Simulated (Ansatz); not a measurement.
**Sc2NOF MXene bilayer (AA) in a perpendicular field**

Wanted: the out-of-plane response of the Sc2NOF MXene bilayer (AA). A positive field points along +c.

Method: plane-wave DFT, LDA, Ansatz PAW (set soft_1); PAW set soft_1, in the first sound run; inputs show where later runs differ, in Ansatz 0.2.0.

Report form: inputs, costs, results and the conclusion, without the logs.

**1. The system as given**

The cell holds 10 atoms: 2 F, 4 Sc, 2 N and 2 O. Cell: a = 3.155 Å, b = 3.155 Å, c = 55.602 Å, α = 90.0°, β = 90.0°, γ = 120.0°. Regions: layer 1: Sc2NOF MXene, 5 atoms (1 F, 2 Sc, 1 N and 1 O); layer 2: Sc2NOF MXene, 5 atoms (1 F, 2 Sc, 1 N and 1 O). Vacuum lies along c.

**2. Relaxation**

The starting cell is a guess, so the in-plane lattice and the atoms are relaxed first, with the slab cut off from its images along the normal.

Contents of input.yaml:

```yaml
crystal:
  lattice:
    - [3.15458, 0.0, 0.0]
    - [-1.57729, 2.7319464183, 0.0]
    - [0.0, 0.0, 55.6019284662]
  atoms:
    - { symbol: F, position: [0.3333333333, 0.6666666667, 0.3893749839] }
    - { symbol: Sc, position: [0.6666666667, 0.3333333333, 0.4081766091] }
    - { symbol: "N", position: [0.0, 0.0, 0.4305627611] }
    - { symbol: Sc, position: [0.3333333333, 0.6666666667, 0.4529489132] }
    - { symbol: O, position: [0.6666666667, 0.3333333333, 0.4748210172] }
    - { symbol: F, position: [0.3333333333, 0.6666666667, 0.5251789828] }
    - { symbol: Sc, position: [0.6666666667, 0.3333333333, 0.5439806081] }
    - { symbol: "N", position: [0.0, 0.0, 0.5663667601] }
    - { symbol: Sc, position: [0.3333333333, 0.6666666667, 0.5887529121] }
    - { symbol: O, position: [0.6666666667, 0.3333333333, 0.6106250161] }
  periodic: [true, true, false]
kpoints:
  mp_grid: { grid: [12, 12, 1] }
hamiltonian:
  xc: lda
  pseudopotentials: { kind: paw, azcp: { folder: soft_1 }, xc_functional: pbe }
scf:
  occupations: { method: fermi_dirac, width: 0.05 }
  convergence: { dr2_threshold: 1.0e-09 }
relax:
  f_tol: 0.004
  max_steps: 90
  cell: {}
output:
  write_potential: true
  write_density: true
  volumetric_format: npy
```

Command:

```bash
$ ansatz run input.yaml --threads 4 --pin off --max-ram 6144MiB --backend cpu --events-out ev --progress --plain --runs-dir out
```

Run time: 4 min. Hardware: 4 threads of Arm Neoverse V2, shared host; peak memory 1 GiB; 16 min of CPU time.

Relaxation path:

| step | energy less that of the first step (eV) | largest force component (eV/Å) | volume (Å³) |
| --- | --- | --- | --- |
| 1 | 0.0000 | 6.2120 | 479.19 |
| 2 | -2.7040 | 2.0815 | 480.36 |
| 3 | -3.1054 | 1.0324 | 482.86 |
| 4 | -3.2539 | 0.1814 | 485.09 |
| 5 | -3.3007 | 0.2572 | 486.32 |
| 6 | -3.3469 | 0.1416 | 484.78 |
| 7 | -3.3631 | 0.2190 | 490.31 |
| 8 | -3.0278 | 1.8826 | 502.12 |
| 9 | -3.3653 | 0.1305 | 492.80 |
| 10 | -3.3665 | 0.0316 | 492.18 |
| 11 | -3.3667 | 0.0278 | 491.95 |
| 12 | -3.3666 | 0.0008 | 492.19 |
| 13* | -3.3775 | 0.0012 | 492.19 |
| 14 | -3.3773 | 0.0088 | 492.66 |
| 15 | -3.3772 | 0.0004 | 492.73 |
| 16* | -3.3775 | 0.0005 | 492.73 |

Relaxation steps marked * repeat the geometry before them on a plane-wave basis chosen anew for their cell, so energy and pressure can jump there. Relaxation step 8 was tried and not accepted.

Forces are held to the 6 operations that the program found; a distortion that breaks them can't arise in this run.

| cell as run | before | after | change |
| --- | --- | --- | --- |
| a (Å) | 3.155 | 3.199 | +1.4 % |
| b (Å) | 3.155 | 3.199 | +1.4 % |

The atoms that moved most (Å, along periodic axes as changes of fractional coordinates times the final cell, across vacuum about the mean position):

| atom | dx | dy | dz | length |
| --- | --- | --- | --- | --- |
| O10 | 0.000 | 0.000 | -0.954 | 0.954 |
| Sc4 | 0.000 | 0.000 | 0.875 | 0.875 |
| Sc2 | 0.000 | 0.000 | 0.786 | 0.786 |
| N8 | 0.000 | 0.000 | -0.750 | 0.750 |
| F1 | 0.000 | 0.000 | 0.698 | 0.698 |
| F6 | 0.000 | 0.000 | -0.588 | 0.588 |
| N3 | 0.000 | 0.000 | 0.566 | 0.566 |
| Sc7 | 0.000 | 0.000 | -0.531 | 0.531 |

Read from the output:

| Quantity | Value |
| --- | --- |
| gap on the k-mesh | 2.870 eV |

The lattice constant a goes from 3.155 to 3.199 Å.

**3. Atoms held, field 0**

A sawtooth potential applies the field, turning back in the middle of the vacuum. With the dipole correction the typed value is the field outside the slab. The induced dipole is small, so the SCF threshold is tight.

The cell differs from the one that the last finished run ended in (c 55.602 → 28.650 Å).

Contents of input.yaml:

```yaml
crystal:
  lattice:
    - [3.1988586009, 0.0, 0.0]
    - [-1.5994293004, 2.7702928115, 0.0]
    - [0.0, 0.0, 28.6500947702]
  atoms:
    - { symbol: F, position: [0.3333333333, 0.6666666667, 0.3141350865] }
    - { symbol: Sc, position: [0.6666666667, 0.3333333333, 0.3536885504] }
    - { symbol: "N", position: [0.0, 0.0, 0.3894477062] }
    - { symbol: Sc, position: [0.3333333333, 0.6666666667, 0.4436883402] }
    - { symbol: O, position: [0.6666666667, 0.3333333333, 0.4674960793] }
    - { symbol: F, position: [0.3333333333, 0.6666666667, 0.5328069397] }
    - { symbol: Sc, position: [0.6666666667, 0.3333333333, 0.571274302] }
    - { symbol: "N", position: [0.0, 0.0, 0.6070901487] }
    - { symbol: Sc, position: [0.3333333333, 0.6666666667, 0.6612248427] }
    - { symbol: O, position: [0.6666666667, 0.3333333333, 0.6858649135] }
kpoints:
  mp_grid: { grid: [18, 18, 1] }
  band_path:
    path: [[0, 0, 0], [0.5, 0, 0], [0.33333333, 0.33333333, 0], [0, 0, 0]]
    npoints: 16
hamiltonian:
  xc: lda
  pseudopotentials: { kind: paw, azcp: { folder: soft_1 }, xc_functional: pbe }
scf:
  occupations: { method: fermi_dirac, width: 0.02585 }
  convergence: { dr2_threshold: 1.0e-10 }
efield:
  axis: 3
  dipole_correction: true
  ramp_position: 0.97
  ramp_width: 0.06
  amplitude: 0
output:
  dos: { projected: true, e_range: [-6, 5] }
  bader: true
  write_potential: true
  write_density: true
  volumetric_format: npy
  elf: true
```

Run time: 44 s. Hardware: 4 threads; peak memory 0.94 GiB.

This step gave:

```
gap on the k-mesh                  : 2.865 eV
dipole along the normal            : -0.09730 e·Å
gap along the path                 : 2.865 eV
smallest direct gap along the path : 3.082 eV
step between the vacuum levels     : 1.987 eV
ionisation energy, upper face      : 7.853 eV
electron affinity, upper face      : 4.988 eV
ionisation energy, lower face      : 5.866 eV
gap, the smaller of path and mesh  : 2.865 eV
```

Running mean over a fixed 2.5 Å (it still follows the layers) of the planar mean; the ramp of the sawtooth is left out. Electron's electrostatic potential energy less the Fermi level against z:

| z (Å) | electron's electrostatic potential energy less the Fermi level (eV) |
| --- | --- |
| 3.5 | 4.42 |
| 4.0 | 4.42 |
| 4.5 | 4.42 |
| 5.0 | 4.42 |
| 5.5 | 4.42 |
| 6.0 | 4.42 |
| 6.5 | 4.40 |
| 7.0 | 4.30 |
| 7.5 | 3.38 |
| 8.0 | 1.26 |
| 8.5 | -1.35 |
| 9.0 | -4.66 |
| 9.5 | -7.58 |
| 10.0 | -9.25 |
| 10.5 | -8.87 |
| 11.0 | -8.05 |
| 11.5 | -7.85 |
| 12.0 | -8.38 |
| 12.5 | -8.29 |
| 13.0 | -7.18 |
| 13.5 | -5.77 |
| 14.0 | -4.22 |
| 14.5 | -2.94 |
| 15.0 | -3.29 |
| 15.5 | -5.68 |
| 16.0 | -7.99 |
| 16.5 | -8.57 |
| 17.0 | -7.59 |
| 17.5 | -7.10 |
| 18.0 | -7.24 |
| 18.5 | -7.63 |
| 19.0 | -6.86 |
| 19.5 | -5.48 |
| 20.0 | -2.91 |
| 20.5 | 0.752 |
| 21.0 | 4.19 |
| 21.5 | 5.98 |
| 22.0 | 6.33 |
| 22.5 | 6.39 |
| 23.0 | 6.41 |
| 23.5 | 6.41 |
| 24.0 | 6.41 |
| 24.5 | 6.41 |
| 25.0 | 6.41 |
| 25.5 | 6.41 |

The density of states has structure finer than the step of the table below, so its rows give means over 0.25 eV. Peaks (eV: height): -4.210: 17.4, -4.020: 14.2, -3.550: 12.6, -2.640: 14.2, -2.500: 18.7, -2.440: 16.6, -1.810: 11.6.

Density of states against energy, zero at the Fermi level of the run, which the smearing sets inside the gap; means over each step:

| energy (eV) | density of states (states/eV a cell) |
| --- | --- |
| -5.25 | 0 |
| -5.00 | 3.26 |
| -4.75 | 4.08 |
| -4.50 | 1.78 |
| -4.25 | 8.54 |
| -4.00 | 9.42 |
| -3.75 | 5.51 |
| -3.50 | 8.83 |
| -3.25 | 7.66 |
| -3.00 | 5.71 |
| -2.75 | 9.21 |
| -2.50 | 12.1 |
| -2.25 | 4.00 |
| -2.00 | 3.41 |
| -1.75 | 6.86 |
| -1.50 | 5.98 |
| -1.25 | 0 |
| -1.00 | 0 |
| -0.75 | 0 |
| -0.50 | 0 |
| -0.25 | 0 |
| 0.00 | 0 |
| 0.25 | 0 |
| 0.50 | 0 |
| 0.75 | 0 |
| 1.00 | 0 |
| 1.25 | 0 |
| 1.50 | 3.02 |
| 1.75 | 3.91 |
| 2.00 | 1.57 |
| 2.25 | 5.75 |
| 2.50 | 6.32 |
| 2.75 | 4.85 |
| 3.00 | 6.55 |
| 3.25 | 8.46 |

Projected DOS per atom over height of the atomic layer and energy from the Fermi level. Layers: F Sc N Sc O F Sc N Sc O from below.

Values in states/eV, 22 rows by 10 columns, each cell a mean:
```
0.10 3.32 0.24 1.91 0.09 0.10 1.97 0.16 0.66 0.06
0.09 1.90 0.14 0.51 0.02 0.08 1.89 0.11 0.57 0.08
0.11 2.11 0.16 0.73 0.07 0.08 2.12 0.21 0.49 0.20
0.08 1.86 0.10 0.49 0.08 0.00 0.02 0.00 0.00 0.00
0.08 1.75 0.18 0.38 0.17 0.00 0.03 0.00 0.00 0.00
0.00 0.00 0.00 0.00 0.00 0.00 0.00 0.00 0.00 0.00
0.00 0.00 0.00 0.00 0.00 0.00 0.00 0.00 0.00 0.00
0.00 0.00 0.00 0.00 0.00 0.00 0.00 0.00 0.00 0.00
0.00 0.00 0.00 0.00 0.00 0.00 0.00 0.00 0.00 0.00
0.00 0.00 0.00 0.00 0.00 0.00 0.00 0.00 0.00 0.00
0.00 0.00 0.00 0.00 0.00 0.00 0.00 0.00 0.00 0.00
0.00 0.00 0.01 0.01 0.02 0.15 0.54 2.34 0.22 1.49
0.00 0.01 0.03 0.01 0.04 0.13 0.63 2.51 0.30 1.06
0.18 0.64 2.74 0.23 1.43 0.16 0.37 0.95 0.25 0.52
0.12 0.58 2.32 0.27 0.87 0.11 0.43 1.23 0.76 2.10
0.11 0.39 1.01 0.25 0.55 0.11 0.25 1.02 0.80 2.44
0.07 0.36 1.06 0.62 1.78 0.14 0.19 0.58 0.68 1.79
0.07 0.29 1.15 0.90 2.86 0.29 0.25 0.74 0.81 1.60
0.05 0.12 0.39 0.50 1.25 0.10 0.04 0.08 0.07 0.13
0.14 0.17 0.66 0.85 1.72 0.16 0.04 0.04 0.01 0.01
0.00 0.00 0.00 0.00 0.00 0.00 0.00 0.00 0.00 0.00
0.00 0.00 0.00 0.00 0.00 0.00 0.00 0.00 0.00 0.00
```
Columns: height of the atomic layer (Å) from 9 to 19.7 (not evenly spaced); rows upwards: energy from the Fermi level (eV) from -5.96 to 3.4.

Electronic bands along the path, in eV, zero at the Fermi level of the run, which the smearing sets inside the gap:

| point | band 37 | band 38 | band 39 | band 40 | band 41 | band 42 | band 43 | band 44 |
| --- | --- | --- | --- | --- | --- | --- | --- | --- |
| Γ | -2.26 | -1.81 | -1.45 | -1.45 | 1.99 | 1.99 | 2.30 | 2.77 |
| halfway | -2.44 | -2.31 | -1.74 | -1.50 | 1.58 | 2.38 | 2.53 | 2.62 |
| M | -2.66 | -2.42 | -1.89 | -1.86 | 1.42 | 2.26 | 3.12 | 3.43 |
| halfway | -2.74 | -2.45 | -2.03 | -1.60 | 1.64 | 2.48 | 2.75 | 3.09 |
| K | -2.50 | -2.37 | -2.36 | -1.49 | 2.14 | 2.24 | 2.66 | 2.96 |
| halfway | -2.54 | -2.34 | -1.80 | -1.51 | 1.82 | 2.08 | 2.61 | 2.83 |
| Γ | -2.26 | -1.81 | -1.45 | -1.45 | 1.99 | 1.99 | 2.30 | 2.77 |

Valence density in the ca plane at fractional y = 0.333, with atoms of Sc and O within 0.2 Å of it. It is the smooth field of the valence electrons, not physical close to the nuclei.

Ten steps, logarithmic in the rise over the least value, from '0' (0.0 e/Å³) to '9' (8.4 e/Å³), each cell a mean:
```
00000000000000001124564322224554211235653222
00000000000000000136897421236886311268985211
00000000000000000147998521237997421379996211
00000000000000000136887421235786311258875211
00000000000000001123554322224443211234543222
00000000000000002332223333233321112322233332
00000000000000012332223443334321123332234433
00000000000000001222223333233322112222233332
```
Columns run along c (16.0 Å, from fractional 0.09 to 0.65 of the cell), rows up along a (3.2 Å). Atoms in or near the plane, at fractional coordinates: Sc at (0.35, 0.67), O at (0.47, 0.67), Sc at (0.57, 0.67).

ELF in the ca plane at fractional y = 0.333, with atoms of Sc and O within 0.2 Å of it. It is the smooth field of the valence electrons, not physical close to the nuclei.

Ten even steps from '0' (0.00) to '9' (0.82), each cell a mean:
```
10355323212589720003553232125898631000000000
03766720126989961028667201269889852000000000
04722730027956972037227300279669852000000000
02777721115999951027776211159999852000000000
21244224211478620112442242014788531000000000
54101477412212102541014784122122100000000000
76213798413310003662137984132100000000000000
53101477411112101431014774111123210000000000
```
Columns run along c (16.0 Å, from fractional 0.31 to 0.87 of the cell), rows up along a (3.2 Å). Atoms in or near the plane, at fractional coordinates: Sc at (0.35, 0.67), O at (0.47, 0.67), Sc at (0.57, 0.67), O at (0.69, 0.67).

Electrostatic potential energy in the ca plane at fractional y = 0.333, with atoms of Sc and O within 0.2 Å of it. With pseudopotentials it is smooth inside the atoms' cores, unlike the true potential.

Ten even steps from '0' (-39 eV) to '9' (8 eV), each cell a mean:
```
88888778999874347898887789999999999999999999
78997203899740004789972128999999999999999999
78996001798730002789961017999999999999999999
78987314899740004789983139999999999999999999
88888778999875457898888789999999999999999999
88876789999888888888767899999999999999999999
88865678999988888888656789999999999999999999
88876789999888788888777899999999999999999999
```
Columns run along c (16.0 Å, from fractional 0.39 to 0.95 of the cell; values clipped at the 3rd and 97th percentile), rows up along a (3.2 Å). Atoms in or near the plane, at fractional coordinates: O at (0.47, 0.67), Sc at (0.57, 0.67), O at (0.69, 0.67).

The gap is 2.86 eV, with the valence edge 7.85 eV and the conduction edge 4.99 eV under the upper vacuum level.

**4. Atoms held, field 0.03 V/Å**

input.yaml, as its differences from that of step 3:

```diff
@@ -30,8 +30,6 @@
   dipole_correction: true
-  ramp_position: 0.97
-  ramp_width: 0.06
-  amplitude: 0
+  ramp_position: 0.9476
+  ramp_width: 0.1047
+  amplitude: 0.03
 output:
-  dos: { projected: true, e_range: [-6, 5] }
-  bader: true
   write_potential: true
@@ -39,2 +37 @@
   volumetric_format: npy
-  elf: true
```

Elapsed: 29 s, on 4 threads; peak memory 0.85 GiB; 1.9 min of CPU time.

The dipole is -0.0833 e·Å, 0.0140 e·Å from its value without field, and the gap 2.816 eV.

**5. Single point, field -0.03 V/Å**

input.yaml, as its differences from that of step 4:

```diff
@@ -32,3 +32,3 @@
   ramp_width: 0.1047
-  amplitude: 0.03
+  amplitude: -0.03
 output:
```

Wall time 28 s (4 threads); peak memory 0.88 GiB; 1.8 min of CPU time.

The dipole is -0.111 e·Å, -0.0140 e·Å from its value without field, and the gap 2.913 eV.

**6. Single point, field 0.15 V/Å**

input.yaml, as its differences from that of step 5:

```diff
@@ -32,3 +32,3 @@
   ramp_width: 0.1047
-  amplitude: -0.03
+  amplitude: 0.15
 output:
```

Elapsed: 29 s, on 4 threads; peak memory 0.84 GiB.

The dipole is -0.0275 e·Å, 0.0698 e·Å from its value without field, and the gap 2.620 eV.

**7. Atoms held, field 0.25 V/Å**

input.yaml, as its differences from that of step 6:

```diff
@@ -32,3 +32,3 @@
   ramp_width: 0.1047
-  amplitude: 0.15
+  amplitude: 0.25
 output:
```

Elapsed: 30 s, on 4 threads; peak memory 0.86 GiB; 2 min of CPU time.

The dipole is 0.0191 e·Å, 0.116 e·Å from its value without field, and the gap 2.456 eV.

**8. Atoms held, field -0.25 V/Å**

input.yaml, as its differences from that of step 7:

```diff
@@ -32,4 +32,6 @@
   ramp_width: 0.1047
-  amplitude: 0.25
+  amplitude: -0.25
 output:
+  dos: { projected: true, e_range: [-6, 5] }
+  bader: true
   write_potential: true
@@ -37 +39,2 @@
   volumetric_format: npy
+  elf: true
```

Run time: 43 s. Hardware: 4 threads; peak memory 0.89 GiB; 2.8 min of CPU time.

The dipole is -0.214 e·Å, -0.116 e·Å from its value without field, and the gap 3.246 eV.

**9. Response, atoms held**

This step: plane-wave DFT, LDA, Ansatz PAW (set soft_1); response to a field along the normal, atoms held; PAW set soft_1 (Ansatz 0.2.0).

The dipoles give the slope, and the difference of two potentials shows where the field is screened.

Numbers from this step:

* equivalent conductor thickness p/(ε₀AE): 9.509 Å
* distance between the outer atoms: 10.65 Å

Dipole of the cell against applied field:

| applied field (V/Å) | dipole of the cell (e·Å) |
| --- | --- |
| -0.250 | -0.214 |
| -0.030 | -0.111 |
| 0.000 | -0.0973 |
| 0.030 | -0.0833 |
| 0.150 | -0.0275 |
| 0.250 | 0.0191 |

Local field over the applied field, running mean. From the potentials at -0.03 and 0.03 V/Å; running mean over 2.5 Å. Table of local field over applied field by z:

| z (Å) | local field over applied field |
| --- | --- |
| 5 | 1.000 |
| 6 | 0.996 |
| 7 | 0.946 |
| 8 | 0.745 |
| 9 | 0.470 |
| 10 | 0.233 |
| 11 | 0.147 |
| 12 | 0.144 |
| 13 | 0.234 |
| 14 | 0.331 |
| 15 | 0.378 |
| 16 | 0.258 |
| 17 | 0.153 |
| 18 | 0.138 |
| 19 | 0.207 |
| 20 | 0.421 |
| 21 | 0.741 |
| 22 | 0.952 |
| 23 | 0.996 |
| 24 | 1.000 |

The induced electron density oscillates, so the rows of the table below give means over 1 Å (shorter at the two ends). Its distinct maxima (Å: e/Å³ per V/Å): 8.4: 0.00312, 10.1: 0.00168, 12.5: 0.00142, 13.6: -1.0e-3, 14.8: 8.8e-4, 15.4: 0.00123, 16.3: 0.00167, 18.8: 0.0015. Distinct minima: 9.6: 3.6e-4, 11.8: -0.00152, 13.3: -0.00197, 14.0: -0.00172, 15.1: 9.0e-5, 15.7: 5.1e-4, 18.1: -0.00154, 20.3: -0.00351.

Electrons, planar mean, per unit field. Table of induced electron density by z; means over each step:

| z (Å) | induced electron density (e/Å³ per V/Å) |
| --- | --- |
| 5 | 1.3e-6 |
| 6 | 2.1e-5 |
| 7 | 2.9e-4 |
| 8 | 0.00208 |
| 9 | 0.00136 |
| 10 | 0.00117 |
| 11 | 7.7e-5 |
| 12 | -5.3e-4 |
| 13 | -3.9e-4 |
| 14 | -0.00113 |
| 15 | 6.5e-4 |
| 16 | 0.00109 |
| 17 | 3.6e-4 |
| 18 | -8.0e-4 |
| 19 | 2.6e-4 |
| 20 | -0.00234 |
| 21 | -0.00188 |
| 22 | -2.6e-4 |
| 23 | -2.1e-5 |
| 24 | -1.4e-6 |

(Part 1 of 2 ends here.)

[Long decimals in the printed logs are rounded to 6 places.]

[Logs are printed without paths, hosts, clocks, repeated set-up lines and the standing remarks that a program may print on its own settings, such as how far it seeks lower states.]

[Hosts, paths, dates, database ids (printed as entryN), source tags and the programs' standing remarks are cut or masked in the printed files.]

[Maps of the electrostatic potential energy from Ansatz leave out the sawtooth potential of an applied field or a dipole correction, so their vacuum need not be flat; planar profiles and work functions include it.]

[The density of states shown here was stored with 400 of the rows of the run's finer table, so its peaks can read low, often by over a quarter, or be missed, and its means over a window can be off by a tenth or more.]
